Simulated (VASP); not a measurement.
# Al27O in VASP: a series of runs, part 2 of 2

VASP 6.6.1. Earlier steps stand in the parts before.

## 3. Single point, PBEsol

Contents of INCAR:

```
SYSTEM = Al27O
  PREC = Accurate
  ENCUT = 520
  EDIFF = 1E-7
  ISMEAR = -1
  SIGMA = 0.15
  LREAL = Auto
  LASPH = .True.
  NELM = 60
  ALGO = Fast
  ISIF = 2
  LWAVE = .False.
  LCHARG = .False.
  GGA = PS
  NBANDS = 64
```

Contents of KPOINTS:

```
Automatic mesh
0
Gamma
  2 2 1
  0 0 0
```

Contents of POSCAR:

```
Al27O
1.0
    8.5913470000      0.0000000000      0.0000000000
    4.2956740000      7.4403250000      0.0000000000
    0.0000000000      0.0000000000     17.6765370000
Al O
27 1
Direct
    0.1111123195      0.1111107378      0.0565721668
    0.4444477091      0.1111107378      0.0565721668
    0.7777830988      0.1111107378      0.0565721668
    0.1111138883      0.4444429511      0.0565721668
    0.4444492779      0.4444429511      0.0565721668
    0.7777730280      0.4444429511      0.0565721668
    0.1111154570      0.7777751644      0.0565721668
    0.4444508467      0.7777751644      0.0565721668
    0.7777745968      0.7777751644      0.0565721668
   -0.1155818967      0.2166840830      0.1944668235
    0.2135060224      0.2200575916      0.1911234084
    0.5502888710      0.1985665949      0.1877630217
   -0.0807093117      0.5304875795      0.1947270554
    0.2267896348      0.6105378461      0.1928941172
    0.5451329439      0.5749211224      0.1800126348
   -0.1002611602      0.8885633356      0.2000278674
    0.2290966460      0.9138848101      0.1749607403
    0.5626645569      0.8879988441      0.1714985237
    0.0044839715     -0.0254961981      0.3578359268
    0.3384984450     -0.0084404915      0.3092008350
    0.6555298417      0.0279154472      0.3292500109
   -0.0121332078      0.3128357968      0.3294197274
    0.3128576351      0.3136018924      0.3176131162
    0.6504129428      0.3580757561      0.3069945205
   -0.0363585254      0.6386817780      0.3485128337
    0.3454163830      0.6752393209      0.3350882585
    0.6411359728      0.7215813825      0.2992611053
    0.7579175372      0.1506789018      0.3719789685
```

Potentials or basis: VASP PAW PBE potentials, release 64 (Al, O).

Started as:

```
cat potpaw_PBE.64/Al/POTCAR potpaw_PBE.64/O/POTCAR > POTCAR
mpirun -np 1 vasp_std > vasp.out
```

OUTCAR:

```text
SYSTEM = Al27O
   PREC = Accurate
   ENCUT = 520
   EDIFF = 1E-7
   ISMEAR = -1
   LREAL = Auto
   LASPH = .True.
   NELM = 60
   ISIF = 2
   GGA = PS

 ion  position               nearest neighbor table
   1  0.111  0.111  0.057-  17 2.56  11 2.85   3 2.86   4 2.86   7 2.86   2 2.86   6 2.86   8 2.86
                            10 2.96
   2  0.444  0.111  0.057-  18 2.62  12 2.73   9 2.86   4 2.86   5 2.86   8 2.86   1 2.86   3 2.86
                            11 2.93
   3  0.778  0.111  0.057-   6 2.86   1 2.86   5 2.86   7 2.86   2 2.86   9 2.86  12 2.88  10 2.90
                            16 3.03
   4  0.111  0.444  0.057-  13 2.83   7 2.86   2 2.86   1 2.86   5 2.86   9 2.86   6 2.86  11 2.91
                            14 3.20
   5  0.444  0.444  0.057-  15 2.78   6 2.86   8 2.86   2 2.86   7 2.86   3 2.86   4 2.86  14 2.94
                            12 2.96
   6  0.778  0.444  0.057-  15 2.79   5 2.86   3 2.86   8 2.86   9 2.86   1 2.86   4 2.86  10 2.97
                            13 2.98
   7  0.111  0.778  0.057-  14 2.73  17 2.82   4 2.86   5 2.86   3 2.86   1 2.86   8 2.86   9 2.86
                            16 2.98
[... 266 lines left out ...]
  band No.  band energies     occupation
      1     -19.0564      2.00000
      2      -9.6618      2.00000
      3      -7.8900      2.00000
      4      -7.3062      2.00000
      5      -7.2749      2.00000
      6      -7.1974      2.00000
[... 221 lines left out ...]
     54       2.5706      0.00001
     55       2.6529      0.00001
 [bands above 55 left out]

------------------------ aborting loop because EDIFF is reached ----------------------------------------

  FORCE on cell =-STRESS in cart. coord.  units (eV):
  Direction    XX          YY          ZZ          XY          YZ          ZX
  --------------------------------------------------------------------------------------
  -------------------------------------------------------------------------------------
  Total       -8.8571498     -8.1477679      0.9331189      1.2823660     -0.9689048      0.2381875
  in kB      -12.5589757    -11.5531091      1.3231138      1.8183279     -1.3738565      0.3377374
  external PRESSURE =      -7.5963237 kB  Pullay stress =       0.0000000 kB

 VOLUME and BASIS-vectors are now :
 -----------------------------------------------------------------------------
  energy-cutoff  :      520.00
  volume of cell :     1129.93
      direct lattice vectors                 reciprocal lattice vectors
     8.591347000  0.000000000  0.000000000     0.116396183 -0.067201373  0.000000000
     4.295674000  7.440325000  0.000000000     0.000000000  0.134402731  0.000000000
     0.000000000  0.000000000 17.676537000     0.000000000  0.000000000  0.056572167

 POSITION                                       TOTAL-FORCE (eV/Angst)
 -----------------------------------------------------------------------------------
      1.43190      0.82670      1.00000         0.038031      0.448325     -0.513250
      4.29570      0.82670      1.00000        -0.160574      0.269003     -0.474570
      7.15950      0.82670      1.00000        -0.039699     -0.024547      0.151342
      2.86380      3.30680      1.00000         0.045109     -0.035049      0.200218
      5.72760      3.30680      1.00000        -0.158733     -0.004108      0.178210
      8.59130      3.30680      1.00000         0.078560      0.039335      0.217672
[... 20 lines left out ...]
      8.60790      5.36880      5.28990         0.191468     -1.372726      0.737952
      7.15880      1.12110      6.57530        -0.172962     -0.553143     -0.257975
 -----------------------------------------------------------------------------------
    total drift:                               -0.000888      0.001706     -0.003641

  FREE ENERGIE OF THE ION-ELECTRON SYSTEM (eV)
  ---------------------------------------------------
  free  energy   TOTEN  =      -110.6185000820 eV

  energy  without entropy=     -109.6705943120  energy(sigma->0) =     -110.14454720
```

stdout:

```text
POSCAR found type information on POSCAR AlO
 POSCAR found :  2 types and      28 ions
 scaLAPACK will be used
 -----------------------------------------------------------------------------
|                                                                             |
|                                                                             |
|     You enforced a specific xc type in the INCAR file but a different       |
|     I HOPE YOU KNOW WHAT YOU ARE DOING!                                     |
|                                                                             |
 -----------------------------------------------------------------------------

 LDA part: xc-table for (Slater+PW92), standard interpolation
 POSCAR, INCAR and KPOINTS ok, starting setup
 FFT: planning ... GRIDC
 FFT: planning ... GRID_SOFT
 FFT: planning ... GRID
 WAVECAR not read
 entering main loop
```

Run time: 8.7 min. Hardware: 1 thread of Intel Xeon Platinum 8488C (Sapphire Rapids), shared host; peak memory 1.1 GiB.

Results:

| Item | Value |
| --- | --- |
| Free energy | -110.6185 eV |
| Largest force | 1.570 eV/Å |
| Band gap on the k mesh | none (metal or under the smearing width) |

Forces on the atoms (eV/Å):
```
Al   0.038  0.448 -0.513
Al  -0.161  0.269 -0.475
Al  -0.040 -0.025  0.151
Al   0.045 -0.035  0.200
Al  -0.159 -0.004  0.178
Al   0.079  0.039  0.218
Al  -0.058  0.020 -0.092
Al   0.062 -0.057 -1.158
Al   0.310 -0.332 -0.221
Al   0.053  0.114 -0.456
Al   0.443  0.280 -0.356
Al   0.436  1.008  0.142
Al  -0.181  0.909 -0.115
Al  -0.686 -1.273  0.431
Al   0.473 -0.553  0.423
Al  -0.327  0.015  0.040
Al  -0.629 -0.420  1.088
Al   0.115 -0.147  0.784
Al  -0.124  0.329 -0.738
Al  -0.564  0.662  0.434
Al  -0.380 -0.267 -0.143
Al   0.416  0.044 -0.300
Al   0.445  0.873  0.089
Al  -0.196 -0.069  0.970
Al   0.750  0.407 -0.545
Al  -0.179 -0.311 -0.519
Al   0.191 -1.373  0.738
O   -0.173 -0.553 -0.258
```

Caveat: the k mesh is coarse (spacing up to 0.42 Å⁻¹), so the values aren't converged; the PAW data sets were made with another functional, which shifts forces and pressure a little; an odd number of electrons without spin polarisation forces a metal; a magnetic or distorted state may lie lower.
